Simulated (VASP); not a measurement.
# TePb (Fm-3m) in VASP: settings compared

Aim: see how the results for TePb move with the level of theory and the settings. Levels: HSE03, r2SCAN-EpsX, PBEsol, PBE. Tasks: band structure.

All numbers are computed with VASP 6.6.1; they aren't measurements. Logs are shortened: lines on timing, memory, paths and dates and some standing lists are left out, and cuts for length are marked.

**Measured values to compare with.**

A printed reference work, monograph reports, for a bulk crystal of TePb at 4.2 K: band gap 0.19 eV (direct).

How close the calculation comes is told below.

## 1. The crystal as given

The structure is cubic, space group Fm-3m (No. 225). The conventional cell has a = 6.462 Å, b = 6.462 Å, c = 6.462 Å, α = 90.00°, β = 90.00°, γ = 90.00°. Around Pb (site symmetry m-3m) lie 6 Te at 3.23 Å. Te (site symmetry m-3m) has 6 Pb at 3.23 Å as nearest neighbours.

## 2. Band structure, HSE03

POSCAR reads:

```
TePb
1.0
    0.0000000000      3.2310000000      3.2310000000
    3.2310000000      0.0000000000      3.2310000000
    3.2310000000      3.2310000000      0.0000000000
Pb Te
1 1
Direct
    0.0000000000      0.0000000000      0.0000000000
    0.5000000000      0.5000000000      0.5000000000
```

INCAR.step1 reads:

```
PREC = Accurate
ENCUT = 520
EDIFF = 1E-5
ISMEAR = 0
SIGMA = 0.02
LREAL = F
LASPH = T
NELM = 60
ALGO = Normal
ISIF = 2
LWAVE = T
LCHARG = F
NBANDS = 17
GGA = PE
KPAR = 4
```

INCAR.step2 reads:

```
PREC = Accurate
ENCUT = 520
EDIFF = 1E-6
ISMEAR = 0
SIGMA = 0.02
LREAL = F
LASPH = T
NELM = 60
ALGO = Normal
ISIF = 2
LWAVE = F
LCHARG = F
GGA = PE
LHFCALC = T
HFSCREEN = 0.3
PRECFOCK = Fast
NBANDS = 17
ISTART = 1
KPAR = 4
```

KPOINTS reads:

```
Automatic mesh
0
Gamma
  6 6 6
```

KPOINTS_OPT reads:

```
path GXWKGLUWLK,UX
10
line-mode
reciprocal
 0.0000000000  0.0000000000  0.0000000000  G
 0.5000000000  0.0000000000  0.5000000000  X

 0.5000000000  0.0000000000  0.5000000000  X
 0.5000000000  0.2500000000  0.7500000000  W

 0.5000000000  0.2500000000  0.7500000000  W
 0.3750000000  0.3750000000  0.7500000000  K

 0.3750000000  0.3750000000  0.7500000000  K
 0.0000000000  0.0000000000  0.0000000000  G

 0.0000000000  0.0000000000  0.0000000000  G
 0.5000000000  0.5000000000  0.5000000000  L

 0.5000000000  0.5000000000  0.5000000000  L
 0.6250000000  0.2500000000  0.6250000000  U

 0.6250000000  0.2500000000  0.6250000000  U
 0.5000000000  0.2500000000  0.7500000000  W

 0.5000000000  0.2500000000  0.7500000000  W
 0.5000000000  0.5000000000  0.5000000000  L

 0.5000000000  0.5000000000  0.5000000000  L
 0.3750000000  0.3750000000  0.7500000000  K

 0.6250000000  0.2500000000  0.6250000000  U
 0.5000000000  0.0000000000  0.5000000000  X
```

Potentials or basis: VASP PAW PBE potentials, release 64 (Pb_d, Te).

On the command line:

```sh
cat potpaw_PBE.64/Pb_d/POTCAR potpaw_PBE.64/Te/POTCAR > POTCAR
cp INCAR.step1 INCAR
mpirun -np 4 vasp_std > vasp.out
cp INCAR.step2 INCAR
mpirun -np 4 vasp_std > vasp.out
```

OUTCAR:

```text
PREC = Accurate
   ENCUT = 520
   EDIFF = 1E-6
   ISMEAR = 0
   LREAL = F
   LASPH = T
   NELM = 60
   ISIF = 2
   GGA = PE
   LHFCALC = T
   HFSCREEN = 0.3
   PRECFOCK = Fast
   ISTART = 1

 ion  position               nearest neighbor table
   1  0.000  0.000  0.000-   2 3.23   2 3.23   2 3.23   2 3.23   2 3.23   2 3.23
   2  0.500  0.500  0.500-   1 3.23   1 3.23   1 3.23   1 3.23   1 3.23   1 3.23

  LATTYP: Found a face centered cubic cell.
 ALAT       =     6.4620000000

  Lattice vectors:

 A1 = (   0.0000000000,   3.2310000000,   3.2310000000)
 A2 = (   3.2310000000,   0.0000000000,   3.2310000000)
 A3 = (   3.2310000000,   3.2310000000,   0.0000000000)

Analysis of symmetry for initial positions (statically):
=====================================================================
 Subroutine PRICEL returns:
 Original cell was already a primitive cell.

 Routine SETGRP: Setting up the symmetry group for a
 face centered cubic supercell.

 Subroutine GETGRP returns: Found 48 space group operations
 (whereof 48 operations were pure point group operations)
 out of a pool of 48 trial point group operations.

The static configuration has the point symmetry O_h .

Analysis of symmetry for dynamics (positions and initial velocities):
=====================================================================
 Subroutine PRICEL returns:
 Original cell was already a primitive cell.

 Routine SETGRP: Setting up the symmetry group for a
 face centered cubic supercell.

 Subroutine GETGRP returns: Found 48 space group operations
 (whereof 48 operations were pure point group operations)
 out of a pool of 48 trial point group operations.

The dynamic configuration has the point symmetry O_h .

 Subroutine INISYM returns: Found 48 space group operations
 (whereof 48 operations are pure point group operations),
 and found     1 'primitive' translations

----------------------------------------------------------------------------------------

                                     Primitive cell

  volume of cell :      67.4592

  direct lattice vectors                    reciprocal lattice vectors
     0.000000000  3.231000000  3.231000000    -0.154750851  0.154750851  0.154750851
     3.231000000  0.000000000  3.231000000     0.154750851 -0.154750851  0.154750851
     3.231000000  3.231000000  0.000000000     0.154750851  0.154750851 -0.154750851

  length of vectors
     4.569324020  4.569324020  4.569324020     0.268036337  0.268036337  0.268036337

  position of ions in fractional coordinates (direct lattice)
     0.000000000  0.000000000  0.000000000
     0.500000000  0.500000000  0.500000000

  ion indices of the primitive-cell ions
   primitive index   ion index
                 1           1
                 2           2

----------------------------------------------------------------------------------------

 KPOINTS: Automatic mesh

Automatic generation of k-mesh.
 Grid dimensions read from file:
 generate k-points for:    6    6    6

 Generating k-lattice:

  Cartesian coordinates                     Fractional coordinates (reciprocal lattice)
    -0.025791809  0.025791809  0.025791809     0.166666667  0.000000000  0.000000000
     0.025791809 -0.025791809  0.025791809     0.000000000  0.166666667  0.000000000
     0.025791809  0.025791809 -0.025791809     0.000000000  0.000000000  0.166666667

  Length of vectors
     0.044672723  0.044672723  0.044672723

  Shift w.r.t. Gamma in fractional coordinates (k-lattice)
     0.000000000  0.000000000  0.000000000

 Subroutine IBZKPT returns following result:
 ===========================================

 Found     16 irreducible k-points:

 Following reciprocal coordinates:
            Coordinates               Weight
  0.000000  0.000000  0.000000      1.000000
  0.166667  0.000000  0.000000      8.000000
  0.333333  0.000000  0.000000      8.000000
  0.500000  0.000000  0.000000      4.000000
  0.166667  0.166667  0.000000      6.000000
  0.333333  0.166667  0.000000     24.000000
[... 8 lines left out ...]
 -0.333333  0.333333  0.166667     24.000000
 -0.333333  0.500000  0.166667     12.000000
   k-points           NKPTS =     16   k-points in BZ     NKDIM =    216   number of bands    NBANDS=     17
   number of dos      NEDOS =    301   number of ions     NIONS =      2
   total plane-waves  NPLWV =  46656
   dimension x,y,z NGX =    36 NGY =   36 NGZ =   36
   dimension x,y,z NGXF=    72 NGYF=   72 NGZF=   72
   ions per type =               1   1
   NGX,Y,Z   is equivalent  to a cutoff of  13.10, 13.10, 13.10 a.u.
   NGXF,Y,Z  is equivalent  to a cutoff of  26.20, 26.20, 26.20 a.u.
 SYSTEM =  unknown system
   PREC   = accura    normal or accurate (medium, high low for compatibility)
   ISTART =      1    job   : 0-new  1-cont  2-samecut
   ICHARG =      0    charge: 1-file 2-atom 10-const
   ISPIN  =      1    spin polarized calculation?
   LNONCOLLINEAR =      F non collinear calculations
   LSORBIT =      F    spin-orbit coupling
   LASPH  =      T    aspherical Exc in radial PAW
   ENCUT  =  520.0 eV  38.22 Ry    6.18 a.u.   8.50  8.50  8.50*2*pi/ulx,y,z
   NELM   =     60;   NELMIN=  2; NELMDL=  0     # of ELM steps
   EDIFF  = 0.1E-05   stopping-criterion for ELM
   LREAL  =      F    real-space projection
   EDIFFG = 0.1E-04   stopping-criterion for IOM
   NSW    =      0    number of steps for IOM
   IBRION =     -1    ionic relax: 0-MD 1-quasi-New 2-CG
   NFREE  =      0    steps in history (QN), initial steepest desc. (CG)
   ISIF   =      2    stress and relaxation
   ISYM   =      3    0-nonsym 1-usesym 2-fastsym
   POTIM  = 0.5000    time-step for ionic-motion
   TEBEG  =    0.0;   TEEND  =   0.0 temperature during run
   PSTRESS=    0.0 pullay stress
   NELECT =      20.0000    total number of electrons
   NUPDOWN=      -1.0000    fix difference up-down
   EMIN   =  10.00;   EMAX   =-10.00  energy-range for DOS
   EFERMI =   0.00;   METHOD = LEGACY
   ISMEAR =     0;   SIGMA  =   0.02  broadening in eV -4-tet -1-fermi 0-gaus
   EFERMI_NEDOS =   21; number of points for ismear=-14 and -15
   IALGO  =     38    algorithm
   IMIX   =      1    mixing-type and parameters
     AMIX     =   0.40;   BMIX     =  1.00
     AMIX_MAG =   1.60;   BMIX_MAG =  1.00
  volume/ion in A,a.u.               =      33.73       227.62
  Fermi-wavevector in a.u.,A,eV,Ry     =   1.091619  2.062861 16.213147  1.191633
  Thomas-Fermi vector in A             =   2.227868
   LORBIT       =      0    0 simple, 1 ext, 2 COOP (PROOUT), +10 PAW based schemes
   GGA     = PE    functional components
   LHFCALC =     T    Hartree Fock is set to
   PRECFOCK=fast      Normal, Fast or Accurate (Low or Medium for compatibility)
   ENCUT4O =  -1.0   cutoff for four orbital integrals eV
   NKREDX  =     1    reduce k-point grid by
   NKREDY  =     1    reduce k-point grid by
   NKREDZ  =     1    reduce k-point grid by
   AEXX    =    0.2500 exact exchange contribution
   HFSCREEN=    0.3000 screening length (either q_TF or 0.3 A-1)
   HFSCREENC=   0.3000 screening length for correlation (either q_TF or 0.3 A-1)
   ENCUTFOCK=  -1.0 apply spherical cutoff to Coloumb kernel
   IVDW    =     0    specifies the selected vdW correction
   LEPSILON=     F    determine dielectric tensor
   LRPA    =     F    only Hartree local field effects (RPA)
 non-spin polarized calculation
 Gauss-broadening in eV      SIGMA  =   0.02
  energy-cutoff  :      520.00
  volume of cell :       67.46
 maximum number of plane-waves:      1853
 NGX is ok and might be reduce to    36
  NGX = 20; NGY = 20; NGZ = 20

 number of electron      20.0000003 magnetization

 Free energy of the ion-electron system (eV)
  ---------------------------------------------------
  ext. energy  EPLUGINS =         0.00000000
  ---------------------------------------------------
  free energy    TOTEN  =        -8.66407190 eV

  energy without entropy =       -8.66407190  energy(sigma->0) =       -8.66407190

 E-fermi :   5.5731     XC(G=0):  -7.8968

 val. band max:        5.4294371470   @ k =   0.5000   0.0000   0.0000
 cond. band min:       6.3917072872   @ k =   0.5000   0.0000   0.0000
 fundamental gap:      0.9622701402
 Fermi energy:         5.5731279555

 k-point     1 :       0.0000    0.0000    0.0000
  band No.  band energies     occupation
      1     -13.0050      2.00000
      2     -13.0050      2.00000
      3     -12.9872      2.00000
      4     -12.9872      2.00000
      5     -12.9872      2.00000
      6      -7.7220      2.00000
[... 9 lines left out ...]
     16      11.6310      0.00000
     17      13.2730      0.00000

 k-point     2 :       0.1667    0.0000    0.0000
  band No.  band energies     occupation
      1     -13.0087      2.00000
      2     -13.0087      2.00000
      3     -12.9865      2.00000
      4     -12.9835      2.00000
      5     -12.9835      2.00000
      6      -7.4614      2.00000
[... 9 lines left out ...]
     16      12.1721      0.00000
     17      14.9753      0.00000

 k-point     3 :       0.3333    0.0000    0.0000
  band No.  band energies     occupation
      1     -13.0173      2.00000
      2     -13.0173      2.00000
      3     -12.9855      2.00000
      4     -12.9750      2.00000
      5     -12.9750      2.00000
      6      -6.7513      2.00000
[... 9 lines left out ...]
     16      13.6113      0.00000
     17      17.1470      0.00000

 k-point     4 :       0.5000    0.0000    0.0000
  band No.  band energies     occupation
      1     -13.0218      2.00000
      2     -13.0218      2.00000
      3     -12.9851      2.00000
      4     -12.9705      2.00000
      5     -12.9705      2.00000
      6      -6.1495      2.00000
[... 9 lines left out ...]
     16      15.2845      0.00000
     17      15.2845      0.00000
[... 183 lines left out ...]
      1     -13.0412      2.00000
      2     -13.0078      2.00000
      3     -12.9870      2.00000
      4     -12.9722      2.00000
      5     -12.9684      2.00000
      6      -6.2350      2.00000
[... 9 lines left out ...]
     16      15.0894      0.00000
     17      15.5723      0.00000

 k-point    15 :      -0.3333    0.3333    0.1667
  band No.  band energies     occupation
      1     -13.0443      2.00000
      2     -13.0114      2.00000
      3     -12.9802      2.00000
      4     -12.9777      2.00000
      5     -12.9647      2.00000
      6      -5.8204      2.00000
[... 9 lines left out ...]
     16      16.3470      0.00000
     17      16.5421      0.00000

 k-point    16 :      -0.3333    0.5000    0.1667
  band No.  band energies     occupation
      1     -13.0578      2.00000
      2     -13.0038      2.00000
      3     -12.9885      2.00000
      4     -12.9707      2.00000
      5     -12.9612      2.00000
      6      -5.7424      2.00000
[... 9 lines left out ...]
     16      16.7672      0.00000
     17      17.6549      0.00000

------------------------ aborting loop because EDIFF is reached ----------------------------------------

  FORCE on cell =-STRESS in cart. coord.  units (eV):
  Direction    XX          YY          ZZ          XY          YZ          ZX
  --------------------------------------------------------------------------------------
  -------------------------------------------------------------------------------------
  Total        0.4487822      0.4487822      0.4487822     -0.0000000      0.0000000     -0.0000000
  in kB       10.6587272     10.6587272     10.6587272     -0.0000000      0.0000000     -0.0000000
  external PRESSURE =      10.6587272 kB  Pullay stress =       0.0000000 kB

 VOLUME and BASIS-vectors are now :
 -----------------------------------------------------------------------------
  energy-cutoff  :      520.00
  volume of cell :       67.46
      direct lattice vectors                 reciprocal lattice vectors
     0.000000000  3.231000000  3.231000000    -0.154750851  0.154750851  0.154750851
     3.231000000  0.000000000  3.231000000     0.154750851 -0.154750851  0.154750851
     3.231000000  3.231000000  0.000000000     0.154750851  0.154750851 -0.154750851

 POSITION                                       TOTAL-FORCE (eV/Angst)
 -----------------------------------------------------------------------------------
      0.00000      0.00000      0.00000         0.000000      0.000000      0.000000
      3.23100      3.23100      3.23100        -0.000000     -0.000000     -0.000000
 -----------------------------------------------------------------------------------
    total drift:                                0.000000      0.000001      0.000000

  FREE ENERGIE OF THE ION-ELECTRON SYSTEM (eV)
  ---------------------------------------------------
  free  energy   TOTEN  =        -8.6640719037 eV

  energy  without entropy=       -8.6640719037  energy(sigma->0) =       -8.66407190
```

Run time: 43 min. Hardware: 4 MPI ranks of AMD EPYC 9R45 (Zen 5), shared host; peak memory 0.41 GiB.

Results:

* Free energy: -8.6641 eV
* Pressure: 1.1 GPa
* Band gap on the k mesh: 0.96 eV, direct
* Band gap along the path: 0.96 eV, direct

Levels at the corners of the path, in eV from the valence-band top:
| point | band 8 | band 9 | band 10 | band 11 | band 12 | band 13 |
| --- | --- | --- | --- | --- | --- | --- |
| Γ | -1.56 | -1.56 | -1.56 | 4.58 | 4.58 | 4.58 |
| X | -4.97 | -3.13 | -3.13 | 3.57 | 6.07 | 6.07 |
| X | -4.97 | -3.13 | -3.13 | 3.57 | 6.07 | 6.07 |
| W | -4.19 | -4.19 | -0.47 | 1.96 | 5.68 | 5.68 |
| W | -4.19 | -4.19 | -0.47 | 1.96 | 5.68 | 5.68 |
| K | -4.55 | -2.58 | -2.28 | 3.96 | 4.20 | 5.54 |
| K | -4.55 | -2.58 | -2.28 | 3.96 | 4.20 | 5.54 |
| Γ | -1.56 | -1.56 | -1.56 | 4.58 | 4.58 | 4.58 |
| Γ | -1.56 | -1.56 | -1.56 | 4.58 | 4.58 | 4.58 |
| L | -1.10 | -1.10 | 0.00 | 0.96 | 1.52 | 1.52 |
| L | -1.10 | -1.10 | 0.00 | 0.96 | 1.52 | 1.52 |
| U | -4.55 | -2.58 | -2.28 | 3.96 | 4.20 | 5.54 |
| U | -4.55 | -2.58 | -2.28 | 3.96 | 4.20 | 5.54 |
| W | -4.19 | -4.19 | -0.47 | 1.96 | 5.68 | 5.68 |
| W | -4.19 | -4.19 | -0.47 | 1.96 | 5.68 | 5.68 |
| L | -1.10 | -1.10 | 0.00 | 0.96 | 1.52 | 1.52 |
| L | -1.10 | -1.10 | 0.00 | 0.96 | 1.52 | 1.52 |
| K | -4.55 | -2.58 | -2.28 | 3.96 | 4.20 | 5.54 |
| U | -4.55 | -2.58 | -2.28 | 3.96 | 4.20 | 5.54 |
| X | -4.97 | -3.13 | -3.13 | 3.57 | 6.07 | 6.07 |

Caveat: the PAW data sets were made with another functional, which shifts forces and pressure a little; spin-orbit coupling is left out, which as a rule narrows the gap of such compounds by several tenths of an eV.

## 3. Band structure, r2SCAN-EpsX

POSCAR is that of step 2.

INCAR.step1 reads:

```
PREC = Accurate
ENCUT = 520
EDIFF = 1E-8
ISMEAR = 0
SIGMA = 0.02
LREAL = F
LASPH = T
NELM = 60
ALGO = Normal
ISIF = 2
LWAVE = F
LCHARG = F
GGA = PE
LEPSILON = T
KPAR = 4
```

KPOINTS.step1 reads:

```
Automatic mesh
0
G
  8 8 8
  0 0 0
```

INCAR.step2 reads:

```
PREC = Accurate
ENCUT = 520
EDIFF = 1E-5
ISMEAR = 0
SIGMA = 0.02
LREAL = F
LASPH = T
NELM = 60
ALGO = Normal
ISIF = 2
LWAVE = T
LCHARG = F
NBANDS = 17
GGA = PE
KPAR = 4
```

KPOINTS.step2 reads:

```
Automatic mesh
0
Gamma
  6 6 6
```

INCAR.step3 reads:

```
PREC = Accurate
ENCUT = 520
EDIFF = 1E-6
ISMEAR = 0
SIGMA = 0.02
LREAL = F
LASPH = T
NELM = 60
ALGO = Normal
ISIF = 2
LWAVE = F
LCHARG = F
METAGGA = R2SCAN
LHFCALC = T
AEXX = 0.034
LMIXTAU = T
PRECFOCK = Fast
HFRCUT = -1
NBANDS = 17
ISTART = 1
KPAR = 4
```

KPOINTS.step3 reads:

```
Automatic mesh
0
Gamma
  6 6 6
```

KPOINTS_OPT is that of step 2.

Potentials or basis: VASP PAW PBE potentials, release 64 (Pb_d, Te).

On the command line:

```sh
cat potpaw_PBE.64/Pb_d/POTCAR potpaw_PBE.64/Te/POTCAR > POTCAR
cp INCAR.step1 INCAR
cp KPOINTS.step1 KPOINTS
mpirun -np 4 vasp_std > vasp.out
cp INCAR.step2 INCAR
cp KPOINTS.step2 KPOINTS
mpirun -np 4 vasp_std > vasp.out
cp INCAR.step3 INCAR
cp KPOINTS.step3 KPOINTS
mpirun -np 4 vasp_std > vasp.out
```

Wall time 41 min (4 MPI ranks of AMD EPYC 9R45 (Zen 5), shared host); peak memory 0.33 GiB.

It converged, with:

- Free energy: -80.5188 eV
- Pressure: 1.4 GPa
- Band gap on the k mesh: 1.13 eV, direct
- Band gap along the path: 1.13 eV, direct

Levels at the corners of the path, in eV from the valence-band top:
| point | band 7 | band 8 | band 9 | band 10 | band 11 | band 12 | band 13 | band 14 |
| --- | --- | --- | --- | --- | --- | --- | --- | --- |
| Γ | -5.70 | -1.54 | -1.54 | -1.54 | 4.51 | 4.51 | 4.51 | 6.32 |
| X | -7.60 | -4.79 | -3.04 | -3.04 | 3.70 | 6.00 | 6.00 | 7.36 |
| X | -7.60 | -4.79 | -3.04 | -3.04 | 3.70 | 6.00 | 6.00 | 7.36 |
| W | -8.37 | -4.05 | -4.05 | -0.46 | 2.00 | 5.73 | 5.73 | 7.43 |
| W | -8.37 | -4.05 | -4.05 | -0.46 | 2.00 | 5.73 | 5.73 | 7.43 |
| K | -8.35 | -4.39 | -2.51 | -2.21 | 4.01 | 4.15 | 5.63 | 6.52 |
| K | -8.35 | -4.39 | -2.51 | -2.21 | 4.01 | 4.15 | 5.63 | 6.52 |
| Γ | -5.70 | -1.54 | -1.54 | -1.54 | 4.51 | 4.51 | 4.51 | 6.32 |
| Γ | -5.70 | -1.54 | -1.54 | -1.54 | 4.51 | 4.51 | 4.51 | 6.32 |
| L | -9.03 | -1.05 | -1.05 | 0.00 | 1.13 | 1.52 | 1.52 | 9.11 |
| L | -9.03 | -1.05 | -1.05 | 0.00 | 1.13 | 1.52 | 1.52 | 9.11 |
| U | -8.35 | -4.39 | -2.51 | -2.21 | 4.01 | 4.15 | 5.63 | 6.52 |
| U | -8.35 | -4.39 | -2.51 | -2.21 | 4.01 | 4.15 | 5.63 | 6.52 |
| W | -8.37 | -4.05 | -4.05 | -0.46 | 2.00 | 5.73 | 5.73 | 7.43 |
| W | -8.37 | -4.05 | -4.05 | -0.46 | 2.00 | 5.73 | 5.73 | 7.43 |
| L | -9.03 | -1.05 | -1.05 | 0.00 | 1.13 | 1.52 | 1.52 | 9.11 |
| L | -9.03 | -1.05 | -1.05 | 0.00 | 1.13 | 1.52 | 1.52 | 9.11 |
| K | -8.35 | -4.39 | -2.51 | -2.21 | 4.01 | 4.15 | 5.63 | 6.52 |
| U | -8.35 | -4.39 | -2.51 | -2.21 | 4.01 | 4.15 | 5.63 | 6.52 |
| X | -7.60 | -4.79 | -3.04 | -3.04 | 3.70 | 6.00 | 6.00 | 7.36 |

Caveat: the PAW data sets were made with another functional, which shifts forces and pressure a little; spin-orbit coupling is left out, which as a rule narrows the gap of such compounds by several tenths of an eV.

(Part 1 of 2 ends here.)
